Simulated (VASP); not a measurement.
# Al (Fm-3m) in VASP: further runs

One crystal, Al, is run at these levels: PBE; tasks: single point.

Program: VASP 6.6.1. These are calculated values, not measurements. Logs are shortened: lines on timing, memory, paths and dates and some standing lists are left out, and cuts for length are marked.

## 1. The undisturbed crystal

Symmetry: Fm-3m, No. 225, cubic system. Conventional cell: a = 4.050 Å, b = 4.050 Å, c = 4.050 Å, α = 90.00°, β = 90.00°, γ = 90.00°. Around Al (site symmetry m-3m) lie 12 Al at 2.86 Å.

## 2. Single point, PBE (grid = ENCUT=400 dk=0.35 cell=3x3x3 ISMEAR=1 SIGMA=0.1 LREAL=Auto EDIFF=1e-06)

INCAR reads:

```
PREC = Accurate ; ENCUT = 400
EDIFF = 1E-6 ; ISMEAR = 1
SIGMA = 0.1 ; LREAL = Auto
LASPH = True ; NELM = 120
ALGO = Fast ; ISIF = 2
LWAVE = False ; LCHARG = False
GGA = PE ; NBANDS = 68
```

KPOINTS reads:

```
Automatic mesh
0
Gamma
  3 3 3
```

POSCAR reads:

```
Al
1.0
    0.0000000000      6.0744150000      6.0744150000
    6.0744150000      0.0000000000      6.0744150000
    6.0744150000      6.0744150000      0.0000000000
Al
27
Direct
    0.0000000000      0.0000000000      0.0000000000
    0.0000000000      0.0000000000      0.3333333333
    0.0000000000      0.0000000000      0.6666666667
    0.0000000000      0.3333333333      0.0000000000
    0.0000000000      0.3333333333      0.3333333333
    0.0000000000      0.3333333333      0.6666666667
    0.0000000000      0.6666666667      0.0000000000
    0.0000000000      0.6666666667      0.3333333333
    0.0000000000      0.6666666667      0.6666666667
    0.3333333333      0.0000000000      0.0000000000
    0.3333333333      0.0000000000      0.3333333333
    0.3333333333      0.0000000000      0.6666666667
    0.3333333333      0.3333333333      0.0000000000
    0.3333333333      0.3333333333      0.3333333333
    0.3333333333      0.3333333333      0.6666666667
    0.3333333333      0.6666666667      0.0000000000
    0.3333333333      0.6666666667      0.3333333333
    0.3333333333      0.6666666667      0.6666666667
    0.6666666667      0.0000000000      0.0000000000
    0.6666666667      0.0000000000      0.3333333333
    0.6666666667      0.0000000000      0.6666666667
    0.6666666667      0.3333333333      0.0000000000
    0.6666666667      0.3333333333      0.3333333333
    0.6666666667      0.3333333333      0.6666666667
    0.6666666667      0.6666666667      0.0000000000
    0.6666666667      0.6666666667      0.3333333333
    0.6666666667      0.6666666667      0.6666666667
```

Potentials or basis: VASP PAW PBE potentials, release 64 (Al).

Launch:

```console
$ cat potpaw_PBE.64/Al/POTCAR > POTCAR
$ mpirun -np 1 vasp_std > vasp.out
```

OUTCAR:

```text
PREC = Accurate
   ENCUT = 400
   EDIFF = 1E-6
   ISMEAR = 1
   LREAL = Auto
   LASPH = True
   NELM = 120
   ISIF = 2
   GGA = PE

 Found      4 irreducible k-points:

 Following reciprocal coordinates:
            Coordinates               Weight
  0.000000  0.000000  0.000000      1.000000
  0.333333  0.000000  0.000000      8.000000
  0.333333  0.333333  0.000000      6.000000
 -0.333333  0.333333  0.000000     12.000000
   k-points           NKPTS =      4   k-points in BZ     NKDIM =      4   number of bands    NBANDS=     68
   number of dos      NEDOS =    301   number of ions     NIONS =     27
   total plane-waves  NPLWV = 175616
   dimension x,y,z NGX =    56 NGY =   56 NGZ =   56
   dimension x,y,z NGXF=   112 NGYF=  112 NGZF=  112
   ions per type =              27
   NGX,Y,Z   is equivalent  to a cutoff of  10.84, 10.84, 10.84 a.u.
   NGXF,Y,Z  is equivalent  to a cutoff of  21.67, 21.67, 21.67 a.u.
 SYSTEM =  unknown system
   PREC   = accura    normal or accurate (medium, high low for compatibility)
   ISTART =      0    job   : 0-new  1-cont  2-samecut
   ICHARG =      2    charge: 1-file 2-atom 10-const
   ISPIN  =      1    spin polarized calculation?
   LNONCOLLINEAR =      F non collinear calculations
   LSORBIT =      F    spin-orbit coupling
   LASPH  =      T    aspherical Exc in radial PAW
   ENCUT  =  400.0 eV  29.40 Ry    5.42 a.u.  14.01 14.01 14.01*2*pi/ulx,y,z
   NELM   =    120;   NELMIN=  2; NELMDL= -5     # of ELM steps
   EDIFF  = 0.1E-05   stopping-criterion for ELM
   LREAL  =      T    real-space projection
   EDIFFG = 0.1E-04   stopping-criterion for IOM
   NSW    =      0    number of steps for IOM
[... 5 lines left out ...]
   TEBEG  =    0.0;   TEEND  =   0.0 temperature during run
   PSTRESS=    0.0 pullay stress
   NELECT =      81.0000    total number of electrons
   NUPDOWN=      -1.0000    fix difference up-down
   EMIN   =  10.00;   EMAX   =-10.00  energy-range for DOS
   EFERMI =   0.00;   METHOD = LEGACY
   ISMEAR =     1;   SIGMA  =   0.10  broadening in eV -4-tet -1-fermi 0-gaus
   EFERMI_NEDOS =   21; number of points for ismear=-14 and -15
   IALGO  =     68    algorithm
   IMIX   =      4    mixing-type and parameters
     AMIX     =   0.40;   BMIX     =  1.00
     AMIX_MAG =   1.60;   BMIX_MAG =  1.00
  volume/ion in A,a.u.               =      16.60       112.04
  Fermi-wavevector in a.u.,A,eV,Ry     =   0.925526  1.748991 11.654733  0.856599
  Thomas-Fermi vector in A             =   2.051390
   LORBIT       =      0    0 simple, 1 ext, 2 COOP (PROOUT), +10 PAW based schemes
   GGA     = PE    functional components
   LHFCALC =     F    Hartree Fock is set to
   AEXX    =    0.0000 exact exchange contribution
   IVDW    =     0    specifies the selected vdW correction
   LEPSILON=     F    determine dielectric tensor
   LRPA    =     F    only Hartree local field effects (RPA)
 non-spin polarized calculation
 RMM-DIIS sequential band-by-band and
 Methfessel and Paxton  Order N= 1 SIGMA  =   0.10
  energy-cutoff  :      400.00
  volume of cell :      448.27
 maximum number of plane-waves:      8154
   NGX = 29   NGY = 29   NGZ = 29

 number of electron      81.0000000 magnetization

 Free energy of the ion-electron system (eV)
  ---------------------------------------------------
  ext. energy  EPLUGINS =         0.00000000
  ---------------------------------------------------
  free energy    TOTEN  =      -100.31967106 eV

  energy without entropy =     -100.28646337  energy(sigma->0) =     -100.30860183

 E-fermi :   7.9184     XC(G=0): -10.1733

 val. band max:        7.7997443624   @ k =   0.3333   0.3333   0.0000
 cond. band min:       7.9439270393   @ k =  -0.3333   0.3333   0.0000
 fundamental gap:      0.1441826768
 Fermi energy:         7.9184374162

 k-point     1 :       0.0000    0.0000    0.0000
  band No.  band energies     occupation
      1      -3.1552      2.00000
      2      -0.1770      2.00000
      3      -0.1770      2.00000
      4      -0.1770      2.00000
      5      -0.1770      2.00000
      6      -0.1770      2.00000
[... 44 lines left out ...]
     51       8.3203     -0.00000
     52       8.4304     -0.00000

 k-point     2 :       0.3333    0.0000    0.0000
  band No.  band energies     occupation
      1      -2.8212      2.00000
      2      -1.8240      2.00000
      3      -0.5050      2.00000
      4      -0.5050      2.00000
      5      -0.5050      2.00000
      6      -0.1775      2.00000
[... 44 lines left out ...]
     51       9.9091     -0.00000
     52       9.9091     -0.00000

 k-point     3 :       0.3333    0.3333    0.0000
  band No.  band energies     occupation
      1      -2.7101      2.00000
      2      -1.3829      2.00000
      3      -1.0531      2.00000
      4      -1.0531      2.00000
      5      -1.0531      2.00000
      6      -1.0531      2.00000
[... 44 lines left out ...]
     51       9.9874      0.00000
     52       9.9874      0.00000

 k-point     4 :      -0.3333    0.3333    0.0000
  band No.  band energies     occupation
      1      -2.2663      2.00000
      2      -1.9344      2.00000
      3      -1.9344      2.00000
      4      -0.9433      2.00000
      5      -0.9433      2.00000
      6       0.3676      2.00000
[... 44 lines left out ...]
     51       9.7559     -0.00000
     52       9.7559     -0.00000
 [bands above 52 left out]

------------------------ aborting loop because EDIFF is reached ----------------------------------------

  FORCE on cell =-STRESS in cart. coord.  units (eV):
  Direction    XX          YY          ZZ          XY          YZ          ZX
  --------------------------------------------------------------------------------------
  -------------------------------------------------------------------------------------
  Total       -0.5647436     -0.5647436     -0.5647436      0.0000000     -0.0000000      0.0000000
  in kB       -2.0184523     -2.0184523     -2.0184523      0.0000000     -0.0000000      0.0000000
  external PRESSURE =      -2.0184523 kB  Pullay stress =       0.0000000 kB

 VOLUME and BASIS-vectors are now :
 -----------------------------------------------------------------------------
  energy-cutoff  :      400.00
  volume of cell :      448.27
      direct lattice vectors                 reciprocal lattice vectors
     0.000000000  6.074415000  6.074415000    -0.082312453  0.082312453  0.082312453
     6.074415000  0.000000000  6.074415000     0.082312453 -0.082312453  0.082312453
     6.074415000  6.074415000  0.000000000     0.082312453  0.082312453 -0.082312453

 POSITION                                       TOTAL-FORCE (eV/Angst)
 -----------------------------------------------------------------------------------
      0.00000      0.00000      0.00000         0.000000     -0.000000     -0.000000
      2.02480      2.02480      0.00000         0.000000     -0.000000     -0.000000
      4.04961      4.04961      0.00000        -0.000000     -0.000000     -0.000000
      2.02480      0.00000      2.02480        -0.000000     -0.000000      0.000000
      4.04961      2.02480      2.02480        -0.000000      0.000000      0.000000
      6.07442      4.04961      2.02480        -0.000000     -0.000000      0.000000
[... 19 lines left out ...]
      6.07442      6.07442      8.09922         0.000000     -0.000000     -0.000000
      8.09922      8.09922      8.09922         0.000000      0.000000      0.000000
 -----------------------------------------------------------------------------------
    total drift:                               -0.000000     -0.000000     -0.000000

  FREE ENERGIE OF THE ION-ELECTRON SYSTEM (eV)
  ---------------------------------------------------
  free  energy   TOTEN  =      -100.3196710590 eV

  energy  without entropy=     -100.2864633672  energy(sigma->0) =     -100.30860183
```

Run time: 64 s. Hardware: 1 thread of Intel Xeon 6975P-C (Granite Rapids), shared host; peak memory 0.4 GiB.

These settings aren't checked as converged: the numbers below hold their error.

Results:

```yaml
Free_energy: -100.3197 eV
Pressure: -0.2 GPa
Band_gap_on_the_k_mesh: none (metal or under the smearing width)
```

## 3. Single point, PBE (grid = ENCUT=400 dk=0.35 cell=3x3x3 ISMEAR=1 SIGMA=0.2 LREAL=Auto EDIFF=1e-06)

Changes to INCAR since step 2:

```diff
@@ -2,3 +2,3 @@
 EDIFF = 1E-6 ; ISMEAR = 1
-SIGMA = 0.1 ; LREAL = Auto
+SIGMA = 0.2 ; LREAL = Auto
 LASPH = True ; NELM = 120
```

KPOINTS is that of step 2.

POSCAR is that of step 2.

Potentials or basis: VASP PAW PBE potentials, release 64 (Al).

Launch:

```console
$ cat potpaw_PBE.64/Al/POTCAR > POTCAR
$ mpirun -np 1 vasp_std > vasp.out
```

OUTCAR:

```text
PREC = Accurate
   ENCUT = 400
   EDIFF = 1E-6
   ISMEAR = 1
   LREAL = Auto
   LASPH = True
   NELM = 120
   ISIF = 2
   GGA = PE

 Found      4 irreducible k-points:

 Following reciprocal coordinates:
            Coordinates               Weight
  0.000000  0.000000  0.000000      1.000000
  0.333333  0.000000  0.000000      8.000000
  0.333333  0.333333  0.000000      6.000000
 -0.333333  0.333333  0.000000     12.000000
   k-points           NKPTS =      4   k-points in BZ     NKDIM =      4   number of bands    NBANDS=     68
   number of dos      NEDOS =    301   number of ions     NIONS =     27
   total plane-waves  NPLWV = 175616
   dimension x,y,z NGX =    56 NGY =   56 NGZ =   56
   dimension x,y,z NGXF=   112 NGYF=  112 NGZF=  112
   ions per type =              27
   NGX,Y,Z   is equivalent  to a cutoff of  10.84, 10.84, 10.84 a.u.
   NGXF,Y,Z  is equivalent  to a cutoff of  21.67, 21.67, 21.67 a.u.
 SYSTEM =  unknown system
   PREC   = accura    normal or accurate (medium, high low for compatibility)
   ISTART =      0    job   : 0-new  1-cont  2-samecut
   ICHARG =      2    charge: 1-file 2-atom 10-const
   ISPIN  =      1    spin polarized calculation?
   LNONCOLLINEAR =      F non collinear calculations
   LSORBIT =      F    spin-orbit coupling
   LASPH  =      T    aspherical Exc in radial PAW
   ENCUT  =  400.0 eV  29.40 Ry    5.42 a.u.  14.01 14.01 14.01*2*pi/ulx,y,z
   NELM   =    120;   NELMIN=  2; NELMDL= -5     # of ELM steps
   EDIFF  = 0.1E-05   stopping-criterion for ELM
   LREAL  =      T    real-space projection
   EDIFFG = 0.1E-04   stopping-criterion for IOM
   NSW    =      0    number of steps for IOM
   IBRION =     -1    ionic relax: 0-MD 1-quasi-New 2-CG
   NFREE  =      0    steps in history (QN), initial steepest desc. (CG)
   ISIF   =      2    stress and relaxation
   ISYM   =      2    0-nonsym 1-usesym 2-fastsym
   POTIM  = 0.5000    time-step for ionic-motion
   TEBEG  =    0.0;   TEEND  =   0.0 temperature during run
   PSTRESS=    0.0 pullay stress
   NELECT =      81.0000    total number of electrons
   NUPDOWN=      -1.0000    fix difference up-down
   EMIN   =  10.00;   EMAX   =-10.00  energy-range for DOS
   EFERMI =   0.00;   METHOD = LEGACY
   ISMEAR =     1;   SIGMA  =   0.20  broadening in eV -4-tet -1-fermi 0-gaus
   EFERMI_NEDOS =   21; number of points for ismear=-14 and -15
   IALGO  =     68    algorithm
   IMIX   =      4    mixing-type and parameters
     AMIX     =   0.40;   BMIX     =  1.00
     AMIX_MAG =   1.60;   BMIX_MAG =  1.00
  volume/ion in A,a.u.               =      16.60       112.04
  Fermi-wavevector in a.u.,A,eV,Ry     =   0.925526  1.748991 11.654733  0.856599
  Thomas-Fermi vector in A             =   2.051390
   LORBIT       =      0    0 simple, 1 ext, 2 COOP (PROOUT), +10 PAW based schemes
   GGA     = PE    functional components
   LHFCALC =     F    Hartree Fock is set to
   AEXX    =    0.0000 exact exchange contribution
   IVDW    =     0    specifies the selected vdW correction
   LEPSILON=     F    determine dielectric tensor
   LRPA    =     F    only Hartree local field effects (RPA)
 non-spin polarized calculation
 RMM-DIIS sequential band-by-band and
 Methfessel and Paxton  Order N= 1 SIGMA  =   0.20
  energy-cutoff  :      400.00
  volume of cell :      448.27
 maximum number of plane-waves:      8154
   NGX = 29   NGY = 29   NGZ = 29

 number of electron      81.0000000 magnetization

 Free energy of the ion-electron system (eV)
  ---------------------------------------------------
  ext. energy  EPLUGINS =         0.00000000
  ---------------------------------------------------
  free energy    TOTEN  =      -100.33786698 eV

  energy without entropy =     -100.31409111  energy(sigma->0) =     -100.32994169

 E-fermi :   7.8986     XC(G=0): -10.1733

 val. band max:        7.7998065723   @ k =   0.3333   0.3333   0.0000
 cond. band min:       7.9440241211   @ k =  -0.3333   0.3333   0.0000
 fundamental gap:      0.1442175488
 Fermi energy:         7.8985952718

 k-point     1 :       0.0000    0.0000    0.0000
  band No.  band energies     occupation
      1      -3.1551      2.00000
      2      -0.1769      2.00000
      3      -0.1769      2.00000
      4      -0.1769      2.00000
      5      -0.1769      2.00000
      6      -0.1769      2.00000
[... 44 lines left out ...]
     51       8.3203     -0.01108
     52       8.4305     -0.00110

 k-point     2 :       0.3333    0.0000    0.0000
  band No.  band energies     occupation
      1      -2.8211      2.00000
      2      -1.8239      2.00000
      3      -0.5049      2.00000
      4      -0.5049      2.00000
      5      -0.5049      2.00000
      6      -0.1775      2.00000
[... 44 lines left out ...]
     51       9.9092     -0.00000
     52       9.9092     -0.00000

 k-point     3 :       0.3333    0.3333    0.0000
  band No.  band energies     occupation
      1      -2.7100      2.00000
      2      -1.3829      2.00000
      3      -1.0530      2.00000
      4      -1.0530      2.00000
      5      -1.0530      2.00000
      6      -1.0530      2.00000
[... 44 lines left out ...]
     51       9.9875     -0.00000
     52       9.9875     -0.00000

 k-point     4 :      -0.3333    0.3333    0.0000
  band No.  band energies     occupation
      1      -2.2662      2.00000
      2      -1.9343      2.00000
      3      -1.9343      2.00000
      4      -0.9432      2.00000
      5      -0.9432      2.00000
      6       0.3677      2.00000
[... 44 lines left out ...]
     51       9.7560     -0.00000
     52       9.7560     -0.00000
 [bands above 52 left out]

------------------------ aborting loop because EDIFF is reached ----------------------------------------

  FORCE on cell =-STRESS in cart. coord.  units (eV):
  Direction    XX          YY          ZZ          XY          YZ          ZX
  --------------------------------------------------------------------------------------
  -------------------------------------------------------------------------------------
  Total       -0.6766300     -0.6766300     -0.6766300      0.0000000      0.0000000     -0.0000000
  in kB       -2.4183461     -2.4183461     -2.4183461      0.0000000      0.0000000     -0.0000000
  external PRESSURE =      -2.4183461 kB  Pullay stress =       0.0000000 kB

 VOLUME and BASIS-vectors are now :
 -----------------------------------------------------------------------------
  energy-cutoff  :      400.00
  volume of cell :      448.27
      direct lattice vectors                 reciprocal lattice vectors
     0.000000000  6.074415000  6.074415000    -0.082312453  0.082312453  0.082312453
     6.074415000  0.000000000  6.074415000     0.082312453 -0.082312453  0.082312453
     6.074415000  6.074415000  0.000000000     0.082312453  0.082312453 -0.082312453

 POSITION                                       TOTAL-FORCE (eV/Angst)
 -----------------------------------------------------------------------------------
      0.00000      0.00000      0.00000         0.000000      0.000000     -0.000000
      2.02480      2.02480      0.00000        -0.000000     -0.000000     -0.000000
      4.04961      4.04961      0.00000         0.000000     -0.000000     -0.000000
      2.02480      0.00000      2.02480         0.000000      0.000000      0.000000
      4.04961      2.02480      2.02480        -0.000000      0.000000      0.000000
      6.07442      4.04961      2.02480         0.000000      0.000000      0.000000
[... 19 lines left out ...]
      6.07442      6.07442      8.09922        -0.000000     -0.000000      0.000000
      8.09922      8.09922      8.09922        -0.000000     -0.000000      0.000000
 -----------------------------------------------------------------------------------
    total drift:                               -0.000000      0.000000     -0.000000

  FREE ENERGIE OF THE ION-ELECTRON SYSTEM (eV)
  ---------------------------------------------------
  free  energy   TOTEN  =      -100.3378669800 eV

  energy  without entropy=     -100.3140911145  energy(sigma->0) =     -100.32994169
```

It took 65 s on 1 thread of Intel Xeon 6975P-C (Granite Rapids), shared host; peak memory 0.4 GiB.

These settings aren't checked as converged: the numbers below hold their error.

Results:

* Free energy: -100.3379 eV
* Pressure: -0.2 GPa
* Band gap on the k mesh: none (metal or under the smearing width)

[end of part 1 of 2]
